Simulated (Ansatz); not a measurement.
Wanted: the native input for an Ansatz 0.2.0 run.

```
Task                : relaxation of cell and atoms
Functional          : RPBE
Dispersion          : D4
Potentials or basis : Ansatz PAW
Cutoff              : 420 eV (not typed: the program's choice for these potentials)
k mesh              : 11 × 11 × 11
Occupations         : fermi-dirac, width 0.05 eV
Spin                : no spin polarisation
```

The system is Ti.

```
Ti
1.0
     0.00000    2.03000    2.03000
     2.03000    0.00000    2.03000
     2.03000    2.03000    0.00000
Ti
1
Cartesian
  0.0000 0.0000 0.0000
```

This isn't the form of Ti at room conditions, which is hcp.

One way to write it, as run:

input.yaml

```yaml
crystal:
  lattice:
    - [0.0, 2.03, 2.03]
    - [2.03, 0.0, 2.03]
    - [2.03, 2.03, 0.0]
  atoms:
    - { symbol: Ti, position: [0.0, 0.0, 0.0] }
hamiltonian:
  xc: rpbe
  pseudopotentials: { kind: paw }
  dispersion: d4
kpoints:
  mp_grid: { grid: [11, 11, 11] }
scf:
  occupations: { method: fermi_dirac, width: 0.05 }
output:
  forces: true
  stress: true
  eigenvalues: true
relax:
  f_tol: 0.01
  max_steps: 40
  cell: { stress_tol: 0.05 }
```

Potentials or basis: Ansatz PAW.

Run with:

```sh
$ ansatz run input.yaml --threads 2 --pin off --max-ram 5632MiB --backend cpu --events-out ev --progress --plain --runs-dir out
```

It gave:

- Relaxed volume: 17.35 Å³/atom
- Relaxed cell: a = 2.906 Å, b = 2.906 Å, c = 2.906 Å, α = 60.00°, β = 60.00°, γ = 60.00°
- Space group after relaxing (to 0.05 Å): Fm-3m (No. 225)
- Energy gained by relaxing: 7.6 meV/atom
- Ionic steps: 5
- Pressure after relaxing: 0.0 GPa
- Band gap on the k mesh: none (metal or under the smearing width)

Caveat: the plane-wave basis is chosen anew once the cell has moved, so the energies of steps on either side of that aren't comparable; pairwise dispersion overbinds metals, which lowers pressure and volume; the PAW data sets come from PBE, with cores solved anew for the run's functional, which leaves a small shift of forces and pressure.

Run time: 2.8 s on 2 threads of Arm Neoverse V1, with other jobs on the host, peak memory 0.27 GiB.
